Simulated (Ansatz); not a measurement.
# KF/MgS: short-period superlattices

Aim: gap, minibands and decay constants of KF/MgS superlattices of several periods. The crystals are KF rock salt(001) and MgS rock salt(001), on a common net of side 3.833 Å (+0.0 % and +3.6 % against typed lattice constants near PBE's). Layer spacings come from each crystal relaxed along the normal on that net, and the joins take the mean spacing. The stacks are then relaxed. The first steps treat the bulk crystals alone.

Method: PBE DFT, plane waves, PAW files, in the first sound run; inputs show where later runs differ, in Ansatz 0.2.0.

This is a report of a sequence of runs, with most program output left out.

## Step 1: Starting point

The structure is cubic, space group Fm-3m (No. 225). The conventional cell has a = 5.420 Å, b = 5.420 Å, c = 5.420 Å, α = 90.00°, β = 90.00°, γ = 90.00°. F has 6 K at 2.71 Å nearest. Nearest to K lie 6 F at 2.71 Å. Farther neighbours and most contacts between anions are not listed.

## Step 2: Relaxing along the normal, strain 0.0001, crystal KF rock salt(001)

The crystal is held to the common net and relaxed along the normal.

File input.yaml:

```yaml
crystal:
  lattice:
    - [3.833, 0.0, 0.0]
    - [0.0, 3.833, 0.0]
    - [0.0, 0.0, 5.4195235908]
  atoms:
    - { symbol: F, position: [0.0, 0.0, 0.0] }
    - { symbol: K, position: [0.5, 0.5, 0.0] }
    - { symbol: F, position: [0.5, 0.5, 0.5] }
    - { symbol: K, position: [0.0, 0.0, 0.5] }
kpoints:
  mp_grid: { grid: [6, 6, 4] }
scf:
  occupations: { method: fixed }
  max_iter: 120
hamiltonian:
  xc: pbe
output: {}
relax:
  f_tol: 0.01
  max_steps: 40
  cell: { fix: [a, b, angles] }
```

Started as:

```sh
$ ansatz run input.yaml --threads 4 --pin off --max-ram 8192MiB --backend cpu --events-out ev --progress --plain --runs-dir out
```

It took 1.1 s on 4 threads of Arm Neoverse V2, shared host; peak memory 0.36 GiB; 3.9 s of CPU time.

Little changed from the start: no atom moved by 0.005 Å and no cell edge by 0.1 %.

This step gave:

- free energy: -4697.6059 eV
- Fermi energy: 1.174 eV
- pressure: 0.008355 GPa

## Step 3: Band edges, strain 0.0001, crystal KF rock salt(001)

The band edges of this cell are searched, off the mesh as well.

input.yaml, the sections that differ from step 2:

```yaml
kpoints:
  mp_grid: { grid: [6, 6, 6] }
  band_path: { path: [VBM, CBM], npoints: 24 }
output:
  eigenvalues: true
checkpoint:
  write: KF.run
  compress: false
  write_wavefunctions: false
# crystal, scf, hamiltonian: as in step 2
# relax: removed
```

The job ended after 2 s (4 threads; peak memory 0.34 GiB; 7.1 s of CPU time).

Numbers from this step:

| Item | Value |
| --- | --- |
| free energy | -4697.6061 eV |
| gap on the k-mesh | 5.962 eV |
| gap on path | 5.962 eV, by band count; negative where bands overlap |
| edge places on path | 0, 0 1/A along the path |

Levels at VBM (eV): -0.23, -0.07, -0.07, 0.00, 0.00, 0.00, 5.96.

The searched edges give 5.96 eV, as on the mesh.

## Step 4: Relaxing along the normal, strain 0.0365, crystal MgS rock salt(001)

System of this step: MgS. It takes space group I4/mmm (No. 139, tetragonal). Conventional cell: a = 3.833 Å, b = 3.833 Å, c = 5.097 Å, α = 90.00°, β = 90.00°, γ = 90.00°. Nearest to S lie 6 Mg at 2.55 to 2.71 Å. Nearest to Mg lie 6 S at 2.55 to 2.71 Å. Farther neighbours and most contacts between anions are not listed.

File input.yaml:

```yaml
crystal:
  lattice:
    - [3.833, 0.0, 0.0]
    - [0.0, 3.833, 0.0]
    - [0.0, 0.0, 5.0965235908]
  atoms:
    - { symbol: S, position: [0.0, 0.0, 0.0] }
    - { symbol: Mg, position: [0.5, 0.5, 0.0] }
    - { symbol: S, position: [0.5, 0.5, 0.5] }
    - { symbol: Mg, position: [0.0, 0.0, 0.5] }
kpoints:
  mp_grid: { grid: [6, 6, 6] }
scf:
  occupations: { method: fixed }
  max_iter: 120
hamiltonian:
  xc: pbe
output: {}
relax:
  f_tol: 0.01
  max_steps: 40
  cell: { fix: [a, b, angles] }
```

Run time: 2.1 s. Hardware: 4 threads; peak memory 0.36 GiB.

Relaxation path:

```csv
step,energy less that of the first step (eV),largest force component (eV/Å),pressure (GPa),volume (Å³)
1,0.0000,0.0000,-2.55,74.88
2,-0.0008,0.0000,-2.77,75.08
3,-0.0010,0.0000,-2.96,75.26
4*,-0.0010,0.0000,-2.96,75.26
```

Relaxation steps marked * repeat the geometry before them on a plane-wave basis chosen anew for their cell, so energy and pressure can jump there.

Forces are held to the 32 operations that the run works with; a distortion that breaks them can't arise in this run.

```csv
"conventional cell, symmetrised",before,after,change
a (Å),3.833,3.833,+0.0 %
b (Å),3.833,3.833,+0.0 %
c (Å),5.097,5.123,+0.5 %
volume (Å³/atom),18.72,18.82,+0.5 %
```

The relaxed structure:

```cif
data_structure
_symmetry_space_group_name_H-M 'P 1'
_symmetry_Int_Tables_number 1
_cell_length_a 3.8330
_cell_length_b 3.8330
_cell_length_c 5.1227
_cell_angle_alpha 90.000
_cell_angle_beta 90.000
_cell_angle_gamma 90.000
_cell_volume 75.26
loop_
_atom_site_label
_atom_site_type_symbol
_atom_site_fract_x
_atom_site_fract_y
_atom_site_fract_z
_atom_site_occupancy
S1 S 0.00000 0.00000 0.00000 1
Mg2 Mg 0.50000 0.50000 0.00000 1
S3 S 0.50000 0.50000 0.50000 1
Mg4 Mg 0.00000 0.00000 0.50000 1
```

This step gave:

| Item | Value |
| --- | --- |
| free energy | -5657.4172 eV |
| Fermi energy | 5.731 eV |
| pressure | -2.956 GPa |

## Step 5: The bulk crystal and its band edges, strain 0.0365, crystal MgS rock salt(001)

The band edges of the next crystal.

Changes to input.yaml since step 4:

```diff
@@ -4,3 +4,3 @@
     - [0.0, 3.833, 0.0]
-    - [0.0, 0.0, 5.0965235908]
+    - [0.0, 0.0, 5.1226653245]
   atoms:
@@ -12,2 +12,3 @@
   mp_grid: { grid: [6, 6, 6] }
+  band_path: { path: [VBM, CBM], npoints: 24 }
 scf:
@@ -17,6 +18,7 @@
   xc: pbe
-output: {}
-relax:
-  f_tol: 0.01
-  max_steps: 40
-  cell: { fix: [a, b, angles] }
+output:
+  eigenvalues: true
+checkpoint:
+  write: MgS.run
+  compress: false
+  write_wavefunctions: false
```

The job ended after 2 s (4 threads; peak memory 0.34 GiB; 7 s of CPU time).

Numbers from this step:

| Property | Result |
| --- | --- |
| free energy | -5657.4171 eV |
| gap on the k-mesh | 2.433 eV |
| gap on path | 2.433 eV, by band count; negative where bands overlap |

Levels at VBM (eV): -3.90, -1.77, -1.77, -0.27, 0.00, 0.00, 2.43, 3.14, 4.36, 7.70.

The searched edges give 2.43 eV, as on the mesh.

## Step 6: Relaxing the interfaces, stack KF 1 / MgS 4, atomic layers of each crystal 1×4

System of this step: KF (1) / MgS (4). The cell holds 10 atoms: 1 F, 1 K, 4 S and 4 Mg. Cell: a = 3.833 Å, b = 3.833 Å, c = 13.236 Å, α = 81.7°, β = 81.7°, γ = 90.0°. Regions: 0: KF, 2 atoms (1 F and 1 K); 1: MgS, 8 atoms (4 S and 4 Mg). The structure's axis is c.

The stack is relaxed at a fixed cell, since the spacings at the joins were only estimated. The total length stays as laid.

File input.yaml:

```yaml
crystal:
  lattice:
    - [3.833, 0.0, 0.0]
    - [0.0, 3.833, 0.0]
    - [1.9165, 1.9165, 12.9550924444]
  atoms:
    - { symbol: F, position: [0.0, 0.0, 0.0] }
    - { symbol: K, position: [0.5, 0.5, 0.0] }
    - { symbol: S, position: [0.3982814194, 0.3982814194, 0.2034371611] }
    - { symbol: Mg, position: [-0.1017185806, -0.1017185806, 0.2034371611] }
    - { symbol: S, position: [-0.2005728602, -0.2005728602, 0.4011457204] }
    - { symbol: Mg, position: [0.2994271398, 0.2994271398, 0.4011457204] }
    - { symbol: S, position: [0.2005728602, 0.2005728602, 0.5988542796] }
    - { symbol: Mg, position: [-0.2994271398, -0.2994271398, 0.5988542796] }
    - { symbol: S, position: [-0.3982814194, -0.3982814194, 0.7965628389] }
    - { symbol: Mg, position: [0.1017185806, 0.1017185806, 0.7965628389] }
kpoints:
  mp_grid: { grid: [6, 6, 2] }
scf:
  occupations: { method: fixed }
  max_iter: 120
hamiltonian:
  xc: pbe
output:
  eigenvalues: false
  forces: true
relax:
  f_tol: 0.02
  max_steps: 40
```

Elapsed: 13 s, on 4 threads; peak memory 0.62 GiB; 49 s of CPU time.

The steps of the relaxation:

```csv
step,energy less that of the first step (eV),largest force component (eV/Å)
1,0.0000,1.4013
2,-0.1399,0.5670
3,-0.1976,0.1161
4,-0.2023,0.0578
5,-0.2033,0.0331
6,-0.2034,0.0029
```

The atoms that moved most (Å):

```csv
atom,dx,dy,dz,length
S3,0.000,0.000,0.154,0.154
S9,0.000,0.000,-0.154,0.154
Mg10,0.000,0.000,-0.081,0.081
Mg4,0.000,0.000,0.081,0.081
Mg6,0.000,0.000,0.057,0.057
Mg8,0.000,0.000,-0.057,0.057
S5,0.000,0.000,0.021,0.021
S7,0.000,0.000,-0.021,0.021
```

The relaxed structure:

```cif
data_structure
_symmetry_space_group_name_H-M 'P 1'
_symmetry_Int_Tables_number 1
_cell_length_a 3.8330
_cell_length_b 3.8330
_cell_length_c 13.2356
_cell_angle_alpha 81.674
_cell_angle_beta 81.674
_cell_angle_gamma 90.000
_cell_volume 190.33
loop_
_atom_site_label
_atom_site_type_symbol
_atom_site_fract_x
_atom_site_fract_y
_atom_site_fract_z
_atom_site_occupancy
F1 F 0.00000 0.00000 0.00000 1
K2 K 0.50000 0.50000 0.00000 1
S3 S 0.39234 0.39234 0.21532 1
Mg4 Mg 0.89514 0.89514 0.20971 1
S5 S 0.79863 0.79863 0.40273 1
Mg6 Mg 0.29722 0.29722 0.40556 1
S7 S 0.20137 0.20137 0.59727 1
Mg8 Mg 0.70278 0.70278 0.59444 1
S9 S 0.60766 0.60766 0.78468 1
Mg10 Mg 0.10486 0.10486 0.79029 1
```

This step gave:

```
free energy  : -13662.6835 eV
Fermi energy : 5.255 eV
```

The largest force component on a free atom ends at 0.0029 eV/Å.

## Step 7: Band edges of the superlattice, atomic layers of each crystal 1×4

The band edges of this cell are searched, off the mesh as well. The next step's energy window follows from its gap.

File input.yaml:

```yaml
crystal:
  lattice:
    - [3.833, 0.0, 0.0]
    - [0.0, 3.833, 0.0]
    - [1.9165, 1.9165, 12.9550924444]
  atoms:
    - { symbol: F, position: [0.0, 0.0, 0.0] }
    - { symbol: K, position: [0.5, 0.5, 0.0] }
    - { symbol: S, position: [0.3923417509, 0.3923417509, 0.2153174957] }
    - { symbol: Mg, position: [-0.1048555436, -0.1048555436, 0.2097117342] }
    - { symbol: S, position: [-0.2013665936, -0.2013665936, 0.4027335213] }
    - { symbol: Mg, position: [0.2972214599, 0.2972214599, 0.4055574612] }
    - { symbol: S, position: [0.2013665936, 0.2013665936, 0.5972664787] }
    - { symbol: Mg, position: [-0.2972214599, -0.2972214599, 0.5944425388] }
    - { symbol: S, position: [-0.3923417509, -0.3923417509, 0.7846825043] }
    - { symbol: Mg, position: [0.1048555436, 0.1048555436, 0.7902882658] }
kpoints:
  mp_grid: { grid: [6, 6, 2] }
  band_path: { path: [VBM, CBM], npoints: 24 }
scf:
  occupations: { method: fixed }
  max_iter: 120
hamiltonian:
  xc: pbe
output:
  eigenvalues: true
  write_potential: true
  write_density: true
  volumetric_format: npy
  elf: true
```

Elapsed: 24 s, on 4 threads; peak memory 0.7 GiB; 95 s of CPU time.

This step gave:

```yaml
gap_on_the_k_mesh: 2.509 eV
gap_on_path: 2.509 eV, by band count; negative where bands overlap
```

Levels at VBM (eV): -3.55, -3.54, -2.76, -2.76, -2.45, -1.95, -1.63, -1.63, -1.27, -1.27, -0.65, -0.65, -0.60, 0.00, 0.00, 2.51, 3.12, 4.14, 4.59, 4.64, 4.96, 5.67, 6.28, 6.74, 7.75.

ELF in the ca plane at fractional y = 0.000, with atoms of F within 0.2 Å of it. It is the smooth field of the valence electrons, not physical close to the nuclei.

Values, 6 rows by 16 columns, each cell a mean:
```
0.75 0.37 0.14 0.41 0.19 0.78 0.86 0.64 0.18 0.51 0.45 0.13 0.10 0.06 0.15 0.70
0.45 0.13 0.06 0.15 0.14 0.73 0.86 0.71 0.15 0.07 0.09 0.16 0.34 0.20 0.05 0.28
0.03 0.02 0.15 0.26 0.15 0.38 0.76 0.50 0.18 0.36 0.19 0.16 0.37 0.23 0.04 0.01
0.05 0.02 0.17 0.37 0.24 0.09 0.18 0.14 0.46 0.82 0.64 0.16 0.16 0.15 0.04 0.08
0.54 0.11 0.12 0.26 0.18 0.12 0.15 0.10 0.59 0.85 0.82 0.30 0.22 0.12 0.12 0.56
0.71 0.34 0.06 0.16 0.11 0.50 0.72 0.33 0.42 0.84 0.80 0.28 0.32 0.24 0.23 0.73
```
Columns run along c (13.2 Å), rows up along a (3.8 Å). Atoms in or near the plane, at fractional coordinates: F at (0.00, 0.00).

Valence density in the ca plane at fractional y = 0.000, with atoms of F within 0.2 Å of it. It is the smooth field of the valence electrons, not physical close to the nuclei.

Values in units of 1e0 e/Å³, 6 rows by 16 columns, each cell a mean:
```
3.9 0.2 0.6 4.8 0.3 0.4 0.7 0.3 0.1 0.2 0.2 0.1 0.2 0.1 0.1 1.9
0.3 0.1 0.1 0.6 0.1 0.4 0.8 0.3 0.1 0.1 0.1 0.1 0.1 0.1 0.0 0.1
0.0 0.0 0.1 0.1 0.1 0.2 0.3 0.2 0.1 0.1 0.1 0.1 0.1 0.1 0.0 0.0
0.0 0.0 0.1 0.1 0.1 0.1 0.1 0.1 0.2 0.4 0.3 0.1 0.1 0.1 0.0 0.0
0.5 0.1 0.1 0.1 0.1 0.1 0.1 0.1 0.2 0.8 0.6 0.2 1.5 0.5 0.1 0.5
5.4 0.2 0.2 0.7 0.1 0.2 0.3 0.1 0.2 0.5 0.5 0.2 3.2 1.5 0.1 3.7
```
Columns run along c (13.2 Å), rows up along a (3.8 Å). Atoms in or near the plane, at fractional coordinates: F at (0.00, 0.00).

Electrostatic potential energy in the ca plane at fractional y = 0.000, with atoms of F within 0.2 Å of it. With pseudopotentials it is smooth inside the atoms' cores, unlike the true potential.

Values in eV, 6 rows by 16 columns, each cell a mean:
```
-17   8  -8 -31  -1   4  -5   7   8   6   8   8  -1  -1   7  -4
  9   9   2 -10   3   5  -6   6   7   4   8   9   8   7   9  10
  9   9   8   6   8   8   6   8   8   6   8   9   9   9   9   9
  9   9   9   9   9   8   5   7   8   4   7   8   4   6   9   9
  7   9   6   6   9   9   5   6   7  -7   0   4 -16  -7   7   7
-21   8  -2 -11   4   8   6   8   8   1   3   4 -24 -16   6 -14
```
Columns run along c (13.2 Å; values clipped at the 3rd and 97th percentile), rows up along a (3.8 Å). Atoms in or near the plane, at fractional coordinates: F at (0.00, 0.00).

The searched edges give 2.51 eV, as on the mesh.

## Step 8: Minibands and complex bands along the stacking, atomic layers of each crystal 1×4, gap between the searched band edges 2.50925 eV

This step: PBE DFT, plane waves, PAW files; complex bands by layer matching along the plane's normal (Ansatz 0.2.0).

The whole cell is now the period, so open channels are minibands and Im kz is the decay through the stack.

Changes to input.yaml since step 7:

```diff
@@ -18,3 +18,2 @@
   mp_grid: { grid: [6, 6, 2] }
-  band_path: { path: [VBM, CBM], npoints: 24 }
 scf:
@@ -26,5 +25,6 @@
   eigenvalues: true
-  write_potential: true
-  write_density: true
-  volumetric_format: npy
-  elf: true
+  transmission:
+    leads: [[0, 0]]
+    kpoints: [[0.0, 0.0], [0.5, 0.0]]
+    e_range: [-1.5, 4.01]
+    de: 0.08
```

Wall time 13 s (4 threads); peak memory 0.75 GiB.

This step gave:

```
decay constant at the filling level, zone centre          : 0.2641 Å⁻¹
decay constant at the filling level, slowest listed point : 0.264 Å⁻¹
```

Lower lead, k parallel (0, 0); values up to 1.3911 1/Å, a degenerate pair printed once or twice; energies at which all values exceed this have no row. Table of Im kz of the slowest decaying states by energy, zero at the highest filled level on the SCF mesh:

```csv
energy (eV),decay 1 (Å⁻¹),decay 2 (Å⁻¹),decay 3 (Å⁻¹),decay 4 (Å⁻¹)
-1.50,0.214,0.599,1.31,-
-1.26,0.0638,0.0664,0.0664,0.589
-1.10,0.0678,0.223,0.223,0.582
-0.86,0.229,0.570,1.24,-
-0.62,0.557,1.21,-,-
-0.38,0.144,0.239,0.543,1.18
-0.22,0.182,0.246,0.533,1.17
0.02,0.142,0.142,0.219,0.517
0.26,0.243,0.347,0.501,1.11
0.42,0.254,0.399,0.489,1.09
0.66,0.265,0.452,0.471,1.06
0.90,0.269,0.452,0.489,1.03
1.14,0.266,0.432,0.517,0.994
1.30,0.261,0.418,0.531,0.972
1.54,0.248,0.396,0.549,0.549
1.78,0.228,0.371,0.562,0.901
2.02,0.197,0.342,0.572,0.863
2.18,0.168,0.320,0.577,0.837
2.42,0.0941,0.281,0.583,0.796
2.66,0.227,0.586,0.752,-
2.82,0.0753,0.163,0.586,0.722
3.06,0.0521,0.586,0.673,-
3.30,0.0680,0.156,0.584,0.620
3.54,0.0220,0.188,0.561,0.580
3.70,0.194,0.518,0.577,1.37
3.94,0.191,0.444,0.570,1.34
```

Lower lead, k parallel (0.5, 0); values up to 1.3911 1/Å, a degenerate pair printed once or twice; energies at which all values exceed this have no row. The Im kz of the slowest decaying states by energy, zero at the highest filled level on the SCF mesh:

```csv
energy (eV),decay 1 (Å⁻¹),decay 2 (Å⁻¹),decay 3 (Å⁻¹),decay 4 (Å⁻¹)
-1.50,0.0289,0.920,1.10,-
-1.26,0.149,0.856,1.09,-
-1.10,0.162,0.801,1.07,-
-0.86,0.134,0.671,1.05,-
-0.62,0.0913,0.457,1.03,-
-0.38,0.226,0.658,1.01,-
-0.22,0.275,0.726,0.995,-
0.02,0.326,0.781,0.972,-
0.26,0.364,0.813,0.948,-
0.42,0.384,0.827,0.932,-
0.66,0.409,0.840,0.907,-
0.90,0.429,0.848,0.883,-
1.14,0.444,0.851,0.858,-
1.30,0.452,0.842,0.852,-
1.54,0.461,0.818,0.850,-
1.78,0.466,0.794,0.845,-
2.02,0.468,0.771,0.839,-
2.18,0.467,0.755,0.833,-
2.42,0.462,0.733,0.824,-
2.66,0.453,0.712,0.812,-
2.82,0.445,0.699,0.804,-
3.06,0.429,0.680,0.790,-
3.30,0.409,0.664,0.775,-
3.54,0.382,0.657,0.758,-
3.70,0.359,0.675,0.746,-
3.94,0.313,0.614,0.614,0.726
```

At the listed wavevectors the last open channel is at -0.62 eV and the next at +2.58 eV on the grid, wider than the gap, since narrow bands can fall between grid energies. At +1.22 eV, the grid energy nearest the filling level (the middle of the gap on the SCF mesh), the slowest state at the listed wavevectors decays with κ = 0.264 Å⁻¹, its amplitude falling by e over 3.8 Å.

## Step 9: Relaxation, stack KF 1 / MgS 3, atomic layers of each crystal 1×3

This step: PBE DFT, plane waves, PAW files (Ansatz 0.2.0).

System of this step: KF (1) / MgS (3). The cell holds 8 atoms: 1 F, 1 K, 3 S and 3 Mg. Its edges and angles: a = 3.833 Å, b = 3.833 Å, c = 10.394 Å, α = 90.0°, β = 90.0°, γ = 90.0°. Regions: 0: KF, 2 atoms (1 F and 1 K); 1: MgS, 6 atoms (3 S and 3 Mg). The structure's axis is c.

File input.yaml:

```yaml
crystal:
  lattice:
    - [3.833, 0.0, 0.0]
    - [0.0, 3.833, 0.0]
    - [0.0, 0.0, 10.3937597821]
  atoms:
    - { symbol: F, position: [0.0, 0.0, 0.0] }
    - { symbol: K, position: [0.5, 0.5, 0.0] }
    - { symbol: S, position: [0.5, 0.5, 0.2535701502] }
    - { symbol: Mg, position: [0.0, 0.0, 0.2535701502] }
    - { symbol: S, position: [0.0, 0.0, 0.5] }
    - { symbol: Mg, position: [0.5, 0.5, 0.5] }
    - { symbol: S, position: [0.5, 0.5, 0.7464298498] }
    - { symbol: Mg, position: [0.0, 0.0, 0.7464298498] }
kpoints:
  mp_grid: { grid: [6, 6, 2] }
scf:
  occupations: { method: fixed }
  max_iter: 120
hamiltonian:
  xc: pbe
output:
  eigenvalues: false
  forces: true
relax:
  f_tol: 0.02
  max_steps: 40
```

Run time: 5.5 s. Hardware: 4 threads; peak memory 0.49 GiB; 20 s of CPU time.

Relaxation path:

```csv
step,energy less that of the first step (eV),largest force component (eV/Å)
1,0.0000,1.3975
2,-0.1336,0.6581
3,-0.1726,0.0989
4,-0.1744,0.0249
5,-0.1746,0.0034
```

The run keeps the 16 symmetry operations that it works with, so distortions that break them were not tested.

The atoms that moved most (Å):

```csv
atom,dx,dy,dz,length
S3,0.000,0.000,0.125,0.125
S7,0.000,0.000,-0.125,0.125
Mg8,0.000,0.000,-0.060,0.060
Mg4,0.000,0.000,0.060,0.060
```

Final coordinates:

```cif
data_structure
_symmetry_space_group_name_H-M 'P 1'
_symmetry_Int_Tables_number 1
_cell_length_a 3.8330
_cell_length_b 3.8330
_cell_length_c 10.3938
_cell_angle_alpha 90.000
_cell_angle_beta 90.000
_cell_angle_gamma 90.000
_cell_volume 152.70
loop_
_atom_site_label
_atom_site_type_symbol
_atom_site_fract_x
_atom_site_fract_y
_atom_site_fract_z
_atom_site_occupancy
F1 F 0.00000 0.00000 0.00000 1
K2 K 0.50000 0.50000 0.00000 1
S3 S 0.50000 0.50000 0.26555 1
Mg4 Mg 0.00000 0.00000 0.25932 1
S5 S 0.00000 0.00000 0.50000 1
Mg6 Mg 0.50000 0.50000 0.50000 1
S7 S 0.50000 0.50000 0.73445 1
Mg8 Mg 0.00000 0.00000 0.74068 1
```

Numbers from this step:

| Property | Result |
| --- | --- |
| free energy | -10833.9443 eV |
| Fermi energy | 5.089 eV |

The largest force component on a free atom ends at 0.0034 eV/Å.

(Continued in part 2 of 2.)

[Logs are printed without paths, hosts, clocks, repeated set-up lines and the standing remarks that a program may print on its own settings, such as how far it seeks lower states.]

[Hosts, paths, dates, database ids (printed as entryN), source tags and the programs' standing remarks are cut or masked in the printed files.]
